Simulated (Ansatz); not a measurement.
**TiAl: a sublattice displacement scan**

This session takes TiAl and sets out to measure how stiffly every Ti atom is held.

Computed with Ansatz 0.2.0 (DFT PBE, scalar-relativistic, plane waves, PAW, unless a step's input says otherwise).

## 1. The structure to begin with

It takes space group P4/mmm (No. 123, tetragonal). The conventional cell has a = 2.837 Å, b = 2.837 Å, c = 4.059 Å, α = 90.00°, β = 90.00°, γ = 90.00°. Ti (site symmetry 4/mmm) has 4 Ti at 2.84 Å and 8 Al at 2.85 Å as nearest neighbours. Al (site symmetry 4/mmm) has 4 Al at 2.84 Å and 8 Ti at 2.85 Å as nearest neighbours.

Structure file:

```cif
data_structure
_symmetry_space_group_name_H-M 'P 1'
_symmetry_Int_Tables_number 1
_cell_length_a 2.8373
_cell_length_b 2.8373
_cell_length_c 4.0591
_cell_angle_alpha 90.000
_cell_angle_beta 90.000
_cell_angle_gamma 90.000
_cell_volume 32.68
loop_
_atom_site_label
_atom_site_type_symbol
_atom_site_fract_x
_atom_site_fract_y
_atom_site_fract_z
_atom_site_occupancy
Ti1 Ti 0.00000 0.00000 0.00000 1
Al1 Al 0.50000 0.50000 0.50000 1
```

The cell is taken as given, not relaxed at this level.

## 2. The reference cell

The reference gives a free energy of -3037.9900 eV, pressure -0.70 GPa, largest force 0.000 eV/Å and gap on the mesh none (metal). It was computed beforehand with the settings of the runs below.

## 3. Setting up a sublattice displacement scan

Every Ti atom is moved by x along the Cartesian unit vector (-0.707, -0.707, 0.000); the cell and all other atoms stay fixed. Forces below are components along that vector, summed over the moved atoms.

## 4. At x = -0.200 Å

input.yaml

```yaml
crystal:
  lattice:
    - [2.8373, 0.0, 0.0]
    - [0.0, 2.8373, 0.0]
    - [0.0, 0.0, 4.0591]
  atoms:
    - { symbol: Ti, position: [0.0498436388, 0.0498436388, 0.0] }
    - { symbol: Al, position: [0.5, 0.5, 0.5] }
basis:
  ecutwfc: 420
kpoints:
  mp_grid: { grid: [16, 16, 12] }
hamiltonian:
  xc: pbe
scf:
  occupations: { method: gaussian, width: 0.15 }
output:
  forces: true
  stress: true
  eigenvalues: true
  write_density: true
  write_potential: true
  elf: true
  volumetric_format: npy
```

Run with:

```bash
> ansatz run input.yaml --threads 1 --pin off --max-ram 2560MiB --backend cpu --events-out ev --progress --plain --runs-dir out
```

## 5. At x = 0.150 Å

input.yaml, as its differences from that of step 4:

```diff
@@ -6,3 +6,3 @@
   atoms:
-    - { symbol: Ti, position: [0.0498436388, 0.0498436388, 0.0] }
+    - { symbol: Ti, position: [-0.0373827291, -0.0373827291, 0.0] }
     - { symbol: Al, position: [0.5, 0.5, 0.5] }
@@ -20,5 +20 @@
   eigenvalues: true
-  write_density: true
-  write_potential: true
-  elf: true
-  volumetric_format: npy
```

## 6. At x = -0.100 Å

input.yaml, as its differences from that of step 5:

```diff
@@ -6,3 +6,3 @@
   atoms:
-    - { symbol: Ti, position: [-0.0373827291, -0.0373827291, 0.0] }
+    - { symbol: Ti, position: [0.0249218194, 0.0249218194, 0.0] }
     - { symbol: Al, position: [0.5, 0.5, 0.5] }
```

## 7. Point x = 0.050 Å

input.yaml, as its differences from that of step 6:

```diff
@@ -6,3 +6,3 @@
   atoms:
-    - { symbol: Ti, position: [0.0249218194, 0.0249218194, 0.0] }
+    - { symbol: Ti, position: [-0.0124609097, -0.0124609097, 0.0] }
     - { symbol: Al, position: [0.5, 0.5, 0.5] }
```

## 8. Point x = 0.175 Å

input.yaml, as its differences from that of step 7:

```diff
@@ -6,3 +6,3 @@
   atoms:
-    - { symbol: Ti, position: [-0.0124609097, -0.0124609097, 0.0] }
+    - { symbol: Ti, position: [-0.0436131839, -0.0436131839, 0.0] }
     - { symbol: Al, position: [0.5, 0.5, 0.5] }
```

## 9. Point x = 0.125 Å

input.yaml, as its differences from that of step 8:

```diff
@@ -6,3 +6,3 @@
   atoms:
-    - { symbol: Ti, position: [-0.0436131839, -0.0436131839, 0.0] }
+    - { symbol: Ti, position: [-0.0311522742, -0.0311522742, 0.0] }
     - { symbol: Al, position: [0.5, 0.5, 0.5] }
```

## 10. At x = 0.075 Å

input.yaml, as its differences from that of step 9:

```diff
@@ -6,3 +6,3 @@
   atoms:
-    - { symbol: Ti, position: [-0.0311522742, -0.0311522742, 0.0] }
+    - { symbol: Ti, position: [-0.0186913645, -0.0186913645, 0.0] }
     - { symbol: Al, position: [0.5, 0.5, 0.5] }
```

## 11. Point x = 0.025 Å

input.yaml, as its differences from that of step 10:

```diff
@@ -6,3 +6,3 @@
   atoms:
-    - { symbol: Ti, position: [-0.0186913645, -0.0186913645, 0.0] }
+    - { symbol: Ti, position: [-0.0062304548, -0.0062304548, 0.0] }
     - { symbol: Al, position: [0.5, 0.5, 0.5] }
```

(Steps that only read results are left out.)

Before running it: what results should come out?

As calculated:

| quantity | value |
| --- | --- |
| force constant along x, from the points at -0.100, 0 and 0.025 Å | 4.36 eV/Å² |

**Reading.** The restoring force grows by 4.36 eV/Å per Å near the site. The undisturbed cell stays the lowest of the sampled points.
